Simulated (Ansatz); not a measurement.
# GaP: the cost of one run

Method: DFT PBEsol, scalar-relativistic, plane waves, PAW, in Ansatz 0.2.0.

4 further runs of the same task are left out: 1 that didn't finish, 3 set aside as unsound or not needed.

## (1) The structure to begin with

It takes space group F-43m (No. 216, cubic). The conventional cell has a = 5.438 Å, b = 5.438 Å, c = 5.438 Å, α = 90.00°, β = 90.00°, γ = 90.00°. Around Ga (site symmetry -43m) lie 4 P at 2.35 Å. Around P (site symmetry -43m) lie 4 Ga at 2.35 Å.

As a file:

```cif
data_structure
_symmetry_space_group_name_H-M 'F-43m'
_symmetry_Int_Tables_number 216
_cell_length_a 5.4385
_cell_length_b 5.4385
_cell_length_c 5.4385
_cell_angle_alpha 90.000
_cell_angle_beta 90.000
_cell_angle_gamma 90.000
_cell_volume 160.85
loop_
_atom_site_label
_atom_site_type_symbol
_atom_site_symmetry_multiplicity
_atom_site_Wyckoff_symbol
_atom_site_fract_x
_atom_site_fract_y
_atom_site_fract_z
_atom_site_occupancy
Ga1 Ga 4 a 0.00000 0.00000 0.00000 1
P1 P 4 c 0.25000 0.25000 0.25000 1
```

This cell was relaxed beforehand with the same method: volume 20.11 Å³/atom, gap on the mesh 1.50 eV.

## (2) The cell under 12 GPa

What is minimised here is the enthalpy; the energy can go up as the cell is squeezed.

input.yaml reads:

```yaml
crystal:
  lattice:
    - [0.0, 2.7192250973, 2.7192250973]
    - [2.7192250973, 0.0, 2.7192250973]
    - [2.7192250973, 2.7192250973, 0.0]
  atoms:
    - { symbol: Ga, position: [0.0, 0.0, 0.0] }
    - { symbol: P, position: [0.75, 0.75, 0.75] }
basis:
  ecutwfc: 420
kpoints:
  mp_grid: { grid: [8, 8, 8] }
hamiltonian:
  xc: pbesol
scf:
  occupations: { method: fixed }
output:
  forces: true
  stress: true
  eigenvalues: true
relax:
  adjacent_minimum: "off"
  f_tol: 0.001
  max_steps: 60
  cell: { stress_tol: 0.02, p_target: 12.0 }
```

Started as:

```sh
$ ansatz run input.yaml --threads 1 --pin off --max-ram 3072MiB --backend cpu --events-out ev --progress --plain --runs-dir out
```

**Question.** How long does this run take on 1 thread of Intel Xeon at 2.50GHz (Skylake/Cascade Lake), shared host, and how much memory does it need?

About 23 s, with a peak of 0.34 GiB.
